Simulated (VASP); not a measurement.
# AlNi3 (Pm-3m) in VASP: further runs, part 2 of 2

VASP 6.6.1. Earlier steps stand in the parts before.

## Step 4: Single point, PBE

This run uses another cell than the first one, of 10.87 Å³/atom, 0.960 times its volume.

The input, INCAR:

```
  PREC = Accurate
  ENCUT = 520
  EDIFF = 1E-6
  ISMEAR = 0
  SIGMA = 0.05
  LREAL = False
  LASPH = True
  NELM = 80
  ALGO = Fast
  ISIF = 2
  LWAVE = False
  LCHARG = True
  GGA = PE
  LELF = True
  LVHAR = True
  NBANDS = 24
```

The input, KPOINTS:

```
Automatic mesh
0
Gamma
  12 12 12
```

The input, POSCAR:

```
AlNi3
1.0
    3.5165490191      0.0000000000      0.0000000000
    0.0000000000      3.5165490191      0.0000000000
    0.0000000000      0.0000000000      3.5165490191
Al Ni
1 3
Direct
    0.0000000000      0.0000000000      0.0000000000
    0.0000000000      0.5000000000      0.5000000000
    0.5000000000      0.0000000000      0.5000000000
    0.5000000000      0.5000000000      0.0000000000
```

Potentials or basis: VASP PAW PBE potentials, release 64 (Al, Ni).

Launch:

```
$ cat potpaw_PBE.64/Al/POTCAR potpaw_PBE.64/Ni/POTCAR > POTCAR
$ mpirun -np 1 vasp_std > vasp.out
```

OUTCAR:

```text
PREC = Accurate
   ENCUT = 520
   EDIFF = 1E-6
   ISMEAR = 0
   LREAL = False
   LASPH = True
   NELM = 80
   ISIF = 2
   GGA = PE

 ion  position               nearest neighbor table
   1  0.000  0.000  0.000-   2 2.49   3 2.49   4 2.49   2 2.49   3 2.49   2 2.49   4 2.49   2 2.49
                             3 2.49   4 2.49   3 2.49   4 2.49
   2  0.000  0.500  0.500-   1 2.49   3 2.49   4 2.49   1 2.49   4 2.49   1 2.49   3 2.49   1 2.49
                             3 2.49   4 2.49   4 2.49   3 2.49
   3  0.500  0.000  0.500-   1 2.49   2 2.49   4 2.49   1 2.49   4 2.49   2 2.49   4 2.49   4 2.49
                             1 2.49   2 2.49   1 2.49   2 2.49
   4  0.500  0.500  0.000-   1 2.49   2 2.49   3 2.49   2 2.49   3 2.49   1 2.49   3 2.49   3 2.49
                             1 2.49   2 2.49   2 2.49   1 2.49

  LATTYP: Found a simple cubic cell.
 ALAT       =     3.5165490191

  Lattice vectors:

 A1 = (   3.5165490191,   0.0000000000,   0.0000000000)
 A2 = (   0.0000000000,   3.5165490191,   0.0000000000)
 A3 = (   0.0000000000,   0.0000000000,   3.5165490191)

Analysis of symmetry for initial positions (statically):
=====================================================================
 Subroutine PRICEL returns:
 Original cell was already a primitive cell.

 Routine SETGRP: Setting up the symmetry group for a
 simple cubic supercell.

 Subroutine GETGRP returns: Found 48 space group operations
 (whereof 48 operations were pure point group operations)
 out of a pool of 48 trial point group operations.

The static configuration has the point symmetry O_h .

Analysis of symmetry for dynamics (positions and initial velocities):
=====================================================================
 Subroutine PRICEL returns:
 Original cell was already a primitive cell.

 Routine SETGRP: Setting up the symmetry group for a
 simple cubic supercell.

 Subroutine GETGRP returns: Found 48 space group operations
 (whereof 48 operations were pure point group operations)
 out of a pool of 48 trial point group operations.

The dynamic configuration has the point symmetry O_h .

 Subroutine INISYM returns: Found 48 space group operations
 (whereof 48 operations are pure point group operations),
 and found     1 'primitive' translations

----------------------------------------------------------------------------------------

                                     Primitive cell

  volume of cell :      43.4861

  direct lattice vectors                    reciprocal lattice vectors
     3.516549019  0.000000000  0.000000000     0.284369703  0.000000000  0.000000000
     0.000000000  3.516549019  0.000000000     0.000000000  0.284369703  0.000000000
     0.000000000  0.000000000  3.516549019     0.000000000  0.000000000  0.284369703

  length of vectors
     3.516549019  3.516549019  3.516549019     0.284369703  0.284369703  0.284369703

  position of ions in fractional coordinates (direct lattice)
     0.000000000  0.000000000  0.000000000
     0.000000000  0.500000000  0.500000000
     0.500000000  0.000000000  0.500000000
     0.500000000  0.500000000  0.000000000

  ion indices of the primitive-cell ions
   primitive index   ion index
[... 30 lines left out ...]

 Following reciprocal coordinates:
            Coordinates               Weight
  0.000000  0.000000  0.000000      1.000000
  0.083333  0.000000  0.000000      6.000000
  0.166667  0.000000  0.000000      6.000000
  0.250000  0.000000  0.000000      6.000000
  0.333333  0.000000  0.000000      6.000000
  0.416667  0.000000  0.000000      6.000000
[... 16 lines left out ...]
  0.333333  0.333333  0.000000     12.000000
  0.416667  0.333333  0.000000     24.000000
 [... further k-points ...]
   k-points           NKPTS =     84   k-points in BZ     NKDIM =     84   number of bands    NBANDS=     24
   number of dos      NEDOS =    301   number of ions     NIONS =      4
   total plane-waves  NPLWV =  21952
   dimension x,y,z NGX =    28 NGY =   28 NGZ =   28
   dimension x,y,z NGXF=    56 NGYF=   56 NGZF=   56
   ions per type =               1   3
   NGX,Y,Z   is equivalent  to a cutoff of  13.24, 13.24, 13.24 a.u.
   NGXF,Y,Z  is equivalent  to a cutoff of  26.47, 26.47, 26.47 a.u.
 SYSTEM =  unknown system
   PREC   = accura    normal or accurate (medium, high low for compatibility)
   ISTART =      0    job   : 0-new  1-cont  2-samecut
   ICHARG =      2    charge: 1-file 2-atom 10-const
   ISPIN  =      1    spin polarized calculation?
   LNONCOLLINEAR =      F non collinear calculations
   LSORBIT =      F    spin-orbit coupling
   LASPH  =      T    aspherical Exc in radial PAW
   ENCUT  =  520.0 eV  38.22 Ry    6.18 a.u.   6.54  6.54  6.54*2*pi/ulx,y,z
   NELM   =     80;   NELMIN=  2; NELMDL= -5     # of ELM steps
   EDIFF  = 0.1E-05   stopping-criterion for ELM
   LREAL  =      F    real-space projection
   EDIFFG = 0.1E-04   stopping-criterion for IOM
   NSW    =      0    number of steps for IOM
   IBRION =     -1    ionic relax: 0-MD 1-quasi-New 2-CG
   NFREE  =      0    steps in history (QN), initial steepest desc. (CG)
   ISIF   =      2    stress and relaxation
   ISYM   =      2    0-nonsym 1-usesym 2-fastsym
   POTIM  = 0.5000    time-step for ionic-motion
   TEBEG  =    0.0;   TEEND  =   0.0 temperature during run
   PSTRESS=    0.0 pullay stress
   NELECT =      33.0000    total number of electrons
   NUPDOWN=      -1.0000    fix difference up-down
   EMIN   =  10.00;   EMAX   =-10.00  energy-range for DOS
   EFERMI =   0.00;   METHOD = LEGACY
   ISMEAR =     0;   SIGMA  =   0.05  broadening in eV -4-tet -1-fermi 0-gaus
   EFERMI_NEDOS =   21; number of points for ismear=-14 and -15
   IALGO  =     68    algorithm
   IMIX   =      4    mixing-type and parameters
     AMIX     =   0.40;   BMIX     =  1.00
     AMIX_MAG =   1.60;   BMIX_MAG =  1.00
  volume/ion in A,a.u.               =      10.87        73.36
  Fermi-wavevector in a.u.,A,eV,Ry     =   1.493239  2.821813 30.337784  2.229764
  Thomas-Fermi vector in A             =   2.605665
   LORBIT       =      0    0 simple, 1 ext, 2 COOP (PROOUT), +10 PAW based schemes
   GGA     = PE    functional components
   LHFCALC =     F    Hartree Fock is set to
   AEXX    =    0.0000 exact exchange contribution
   IVDW    =     0    specifies the selected vdW correction
   LEPSILON=     F    determine dielectric tensor
   LRPA    =     F    only Hartree local field effects (RPA)
 non-spin polarized calculation
 RMM-DIIS sequential band-by-band and
 Gauss-broadening in eV      SIGMA  =   0.05
  energy-cutoff  :      520.00
  volume of cell :       43.49
 maximum number of plane-waves:      1208
 NGX is ok and might be reduce to    28
   NGX = 13   NGY = 13   NGZ = 13

 number of electron      32.9999980 magnetization

 Free energy of the ion-electron system (eV)
  ---------------------------------------------------
  ext. energy  EPLUGINS =         0.00000000
  ---------------------------------------------------
  free energy    TOTEN  =       -21.83669070 eV

  energy without entropy =      -21.82967162  energy(sigma->0) =      -21.83318116

 E-fermi :   9.9653     XC(G=0): -12.8836

 val. band max:        9.9600452185   @ k =   0.4167   0.4167   0.4167
 cond. band min:       9.9683359293   @ k =   0.3333   0.2500   0.2500
 fundamental gap:      0.0082907107
 Fermi energy:         9.9652971483

 k-point     1 :       0.0000    0.0000    0.0000
  band No.  band energies     occupation
      1      -0.2122      2.00000
      2       5.5424      2.00000
      3       6.2726      2.00000
      4       6.2726      2.00000
      5       6.7054      2.00000
      6       6.7054      2.00000
[... 637 lines left out ...]
     23      20.1589      0.00000
     24      20.7748      0.00000

 [... further k-points ...]

------------------------ aborting loop because EDIFF is reached ----------------------------------------

  FORCE on cell =-STRESS in cart. coord.  units (eV):
  Direction    XX          YY          ZZ          XY          YZ          ZX
  --------------------------------------------------------------------------------------
  -------------------------------------------------------------------------------------
  Total        2.2227798      2.2227798      2.2227798     -0.0000000      0.0000000     -0.0000000
  in kB       81.8949255     81.8949255     81.8949255     -0.0000000      0.0000000     -0.0000000
  external PRESSURE =      81.8949255 kB  Pullay stress =       0.0000000 kB

 VOLUME and BASIS-vectors are now :
 -----------------------------------------------------------------------------
  energy-cutoff  :      520.00
  volume of cell :       43.49
      direct lattice vectors                 reciprocal lattice vectors
     3.516549019  0.000000000  0.000000000     0.284369703  0.000000000  0.000000000
     0.000000000  3.516549019  0.000000000     0.000000000  0.284369703  0.000000000
     0.000000000  0.000000000  3.516549019     0.000000000  0.000000000  0.284369703

 POSITION                                       TOTAL-FORCE (eV/Angst)
 -----------------------------------------------------------------------------------
      0.00000      0.00000      0.00000         0.000000      0.000000      0.000000
      0.00000      1.75827      1.75827         0.000000      0.000000      0.000000
      1.75827      0.00000      1.75827         0.000000      0.000000      0.000000
      1.75827      1.75827      0.00000         0.000000      0.000000      0.000000
 -----------------------------------------------------------------------------------
    total drift:                                0.000000      0.000000      0.000000

  FREE ENERGIE OF THE ION-ELECTRON SYSTEM (eV)
  ---------------------------------------------------
  free  energy   TOTEN  =       -21.8366907018 eV

  energy  without entropy=      -21.8296716188  energy(sigma->0) =      -21.83318116
```

OSZICAR:

```text
N       E                     dE             d eps       ncg     rms          rms(c)
DAV:   1     0.185499399100E+03    0.18550E+03   -0.14210E+04  4104   0.176E+03
DAV:   2    -0.171911021847E+02   -0.20269E+03   -0.19059E+03  4032   0.320E+02
DAV:   3    -0.260044599624E+02   -0.88134E+01   -0.84363E+01  4856   0.915E+01
DAV:   4    -0.261372230715E+02   -0.13276E+00   -0.13270E+00  5024   0.975E+00
DAV:   5    -0.261414916079E+02   -0.42685E-02   -0.42685E-02  5264   0.163E+00    0.199E+01
RMM:   6    -0.268112125650E+02   -0.66972E+00   -0.44274E+01  4403   0.783E+01    0.215E+01
RMM:   7    -0.219144170134E+02    0.48968E+01   -0.13094E+01  4115   0.441E+01    0.318E+00
RMM:   8    -0.218501262650E+02    0.64291E-01   -0.74215E-02  4307   0.208E+00    0.807E-01
RMM:   9    -0.218374575157E+02    0.12669E-01   -0.23341E-02  4379   0.921E-01    0.364E-01
RMM:  10    -0.218366167969E+02    0.84072E-03   -0.61013E-03  5030   0.673E-01    0.123E-01
RMM:  11    -0.218366632757E+02   -0.46479E-04   -0.10982E-03  5034   0.254E-01    0.561E-02
RMM:  12    -0.218366890998E+02   -0.25824E-04   -0.26599E-04  5762   0.989E-02    0.284E-02
RMM:  13    -0.218366888973E+02    0.20250E-06   -0.25954E-05  4819   0.438E-02    0.674E-03
RMM:  14    -0.218366905871E+02   -0.16898E-05   -0.12263E-05  4523   0.257E-02    0.528E-03
RMM:  15    -0.218366907018E+02   -0.11465E-06   -0.21550E-06  2702   0.118E-02
   1 F= -.21836691E+02 E0= -.21833181E+02  d E =-.701908E-02
```

stdout:

```text
POSCAR found type information on POSCAR AlNi
 POSCAR found :  2 types and       4 ions
 scaLAPACK will be used
 LDA part: xc-table for (Slater+PW92), standard interpolation
 POSCAR, INCAR and KPOINTS ok, starting setup
 FFT: planning ... GRIDC
 FFT: planning ... GRID_SOFT
 FFT: planning ... GRID
 WAVECAR not read
 entering main loop
```

Run time: 77 s. Hardware: 1 thread of Intel Xeon Platinum 8259CL at 2.50GHz (Skylake/Cascade Lake), shared host; peak memory 0.2 GiB.

Results:

```
Free energy            : -21.8367 eV
Pressure               : 8.2 GPa
Band gap on the k mesh : none (metal or under the smearing width)
```

Levels at points of the mesh, in eV from the Fermi level:
| k point | band 13 | band 14 | band 15 | band 16 | band 17 | band 18 | band 19 | band 20 | band 21 | band 22 |
| --- | --- | --- | --- | --- | --- | --- | --- | --- | --- | --- |
| (0.00, 0.00, 0.00) | -0.07 | 0.20 | 0.20 | 0.20 | 0.90 | 0.90 | 0.90 | 6.85 | 6.85 | 7.70 |
| (0.50, 0.00, 0.00) | -1.06 | -1.06 | -0.91 | -0.37 | 0.20 | 5.75 | 5.75 | 5.77 | 5.77 | 6.63 |
| (0.50, 0.50, 0.00) | -1.22 | -1.13 | -0.85 | -0.76 | -0.48 | 1.08 | 1.08 | 8.40 | 8.40 | 8.47 |
| (0.50, 0.50, 0.50) | -1.23 | -0.96 | -0.96 | -0.18 | -0.01 | -0.01 | -0.01 | 3.70 | 4.34 | 4.34 |

## Step 5: Single point, PBE

This run uses another cell than the first one, of 11.10 Å³/atom, 0.980 times its volume.

The input, INCAR:

```
  PREC = Accurate
  ENCUT = 520
  EDIFF = 1E-7
  ISMEAR = 0
  SIGMA = 0.05
  LREAL = F
  LASPH = T
  NELM = 80
  ALGO = Normal
  ISIF = 2
  LWAVE = F
  LCHARG = T
  GGA = PE
  LELF = T
  LVHAR = T
  NBANDS = 24
```

The input, KPOINTS:

```
regular mesh
0
Gamma
  12 12 12
```

The input, POSCAR:

```
AlNi3
1.0
    3.5408018477      0.0000000000      0.0000000000
    0.0000000000      3.5408018477      0.0000000000
    0.0000000000      0.0000000000      3.5408018477
Al Ni
1 3
Direct
    0.0000000000      0.0000000000      0.0000000000
    0.0000000000      0.5000000000      0.5000000000
    0.5000000000      0.0000000000      0.5000000000
    0.5000000000      0.5000000000      0.0000000000
```

Potentials or basis: VASP PAW PBE potentials, release 64 (Al, Ni).

Launch:

```
$ cat potpaw_PBE.64/Al/POTCAR potpaw_PBE.64/Ni/POTCAR > POTCAR
$ mpirun -np 1 vasp_std > vasp.out
```

OUTCAR:

```text
PREC = Accurate
   ENCUT = 520
   EDIFF = 1E-7
   ISMEAR = 0
   LREAL = F
   LASPH = T
   NELM = 80
   ISIF = 2
   GGA = PE

 ion  position               nearest neighbor table
   1  0.000  0.000  0.000-   2 2.50   3 2.50   4 2.50   2 2.50   3 2.50   2 2.50   4 2.50   2 2.50
                             3 2.50   4 2.50   3 2.50   4 2.50
   2  0.000  0.500  0.500-   1 2.50   3 2.50   4 2.50   1 2.50   4 2.50   1 2.50   3 2.50   1 2.50
                             3 2.50   4 2.50   4 2.50   3 2.50
   3  0.500  0.000  0.500-   1 2.50   2 2.50   4 2.50   1 2.50   4 2.50   2 2.50   4 2.50   4 2.50
                             1 2.50   2 2.50   1 2.50   2 2.50
   4  0.500  0.500  0.000-   1 2.50   2 2.50   3 2.50   2 2.50   3 2.50   1 2.50   3 2.50   3 2.50
                             1 2.50   2 2.50   2 2.50   1 2.50

  LATTYP: Found a simple cubic cell.
 ALAT       =     3.5408018477

  Lattice vectors:

 A1 = (   3.5408018477,   0.0000000000,   0.0000000000)
 A2 = (   0.0000000000,   3.5408018477,   0.0000000000)
 A3 = (   0.0000000000,   0.0000000000,   3.5408018477)

Analysis of symmetry for initial positions (statically):
=====================================================================
 Subroutine PRICEL returns:
 Original cell was already a primitive cell.

 Routine SETGRP: Setting up the symmetry group for a
 simple cubic supercell.

 Subroutine GETGRP returns: Found 48 space group operations
 (whereof 48 operations were pure point group operations)
 out of a pool of 48 trial point group operations.

The static configuration has the point symmetry O_h .

Analysis of symmetry for dynamics (positions and initial velocities):
=====================================================================
 Subroutine PRICEL returns:
 Original cell was already a primitive cell.

 Routine SETGRP: Setting up the symmetry group for a
 simple cubic supercell.

 Subroutine GETGRP returns: Found 48 space group operations
 (whereof 48 operations were pure point group operations)
 out of a pool of 48 trial point group operations.

The dynamic configuration has the point symmetry O_h .

 Subroutine INISYM returns: Found 48 space group operations
 (whereof 48 operations are pure point group operations),
[... 124 lines left out ...]
   LORBIT       =      0    0 simple, 1 ext, 2 COOP (PROOUT), +10 PAW based schemes
   GGA     = PE    functional components
   LHFCALC =     F    Hartree Fock is set to
   AEXX    =    0.0000 exact exchange contribution
   IVDW    =     0    specifies the selected vdW correction
   LEPSILON=     F    determine dielectric tensor
   LRPA    =     F    only Hartree local field effects (RPA)
 non-spin polarized calculation
 Gauss-broadening in eV      SIGMA  =   0.05
  energy-cutoff  :      520.00
  volume of cell :       44.39
 maximum number of plane-waves:      1222
 NGX is ok and might be reduce to    28
   NGX = 13   NGY = 13   NGZ = 13

 number of electron      32.9999987 magnetization

 Free energy of the ion-electron system (eV)
  ---------------------------------------------------
  ext. energy  EPLUGINS =         0.00000000
  ---------------------------------------------------
  free energy    TOTEN  =       -21.87050262 eV

  energy without entropy =      -21.86328956  energy(sigma->0) =      -21.86689609

 E-fermi :   9.6781     XC(G=0): -12.7719

 val. band max:        9.6723252194   @ k =   0.4167   0.4167   0.4167
 cond. band min:       9.6804033460   @ k =   0.3333   0.2500   0.2500
 fundamental gap:      0.0080781266
 Fermi energy:         9.6781149516

 k-point     1 :       0.0000    0.0000    0.0000
  band No.  band energies     occupation
      1      -0.3551      2.00000
      2       5.3801      2.00000
      3       6.0950      2.00000
      4       6.0950      2.00000
      5       6.5172      2.00000
      6       6.5172      2.00000
[... 637 lines left out ...]
     23      19.7258      0.00000
     24      20.3212      0.00000

 [... further k-points ...]

------------------------ aborting loop because EDIFF is reached ----------------------------------------

  FORCE on cell =-STRESS in cart. coord.  units (eV):
  Direction    XX          YY          ZZ          XY          YZ          ZX
  --------------------------------------------------------------------------------------
  -------------------------------------------------------------------------------------
  Total        1.0780796      1.0780796      1.0780796     -0.0000000      0.0000000     -0.0000000
  in kB       38.9095802     38.9095802     38.9095802     -0.0000000      0.0000000     -0.0000000
  external PRESSURE =      38.9095802 kB  Pullay stress =       0.0000000 kB

 VOLUME and BASIS-vectors are now :
 -----------------------------------------------------------------------------
  energy-cutoff  :      520.00
  volume of cell :       44.39
      direct lattice vectors                 reciprocal lattice vectors
     3.540801848  0.000000000  0.000000000     0.282421904  0.000000000  0.000000000
     0.000000000  3.540801848  0.000000000     0.000000000  0.282421904  0.000000000
     0.000000000  0.000000000  3.540801848     0.000000000  0.000000000  0.282421904

 POSITION                                       TOTAL-FORCE (eV/Angst)
 -----------------------------------------------------------------------------------
      0.00000      0.00000      0.00000         0.000000      0.000000      0.000000
      0.00000      1.77040      1.77040         0.000000      0.000000      0.000000
      1.77040      0.00000      1.77040         0.000000      0.000000      0.000000
      1.77040      1.77040      0.00000         0.000000      0.000000      0.000000
 -----------------------------------------------------------------------------------
    total drift:                                0.000000      0.000000      0.000000

  FREE ENERGIE OF THE ION-ELECTRON SYSTEM (eV)
  ---------------------------------------------------
  free  energy   TOTEN  =       -21.8705026235 eV

  energy  without entropy=      -21.8632895615  energy(sigma->0) =      -21.86689609
```

Run time: 74 s. Hardware: 1 thread of Intel Xeon Platinum 8259CL at 2.50GHz (Skylake/Cascade Lake), shared host; peak memory 0.2 GiB.

What came out:

* Free energy: -21.8705 eV
* Pressure: 3.9 GPa
* Band gap on the k mesh: none (metal or under the smearing width)

## Step 6: Overview

| cell | gap on the mesh (eV) | pressure (GPa) |
| --- | --- | --- |
| Pm-3m, 11.32 Å³/atom | none | 0.0 |
| Pm-3m, 10.93 Å³/atom | none | 7.0 |
| Pm-3m, 10.87 Å³/atom | none | 8.2 |
| Pm-3m, 11.1 Å³/atom | none | 3.9 |

Alike in all rows: task single point; level PBE; potentials or basis VASP PAW PBE potentials, release 64 (Al, Ni); no spin polarisation; k mesh 12 × 12 × 12; cutoff (eV) 520; smearing gaussian 0.05 eV.

Every run on the cell as given and a fine mesh finds a metal.

Total energies depend on the potentials used, so only differences within one code and one set of settings carry meaning.
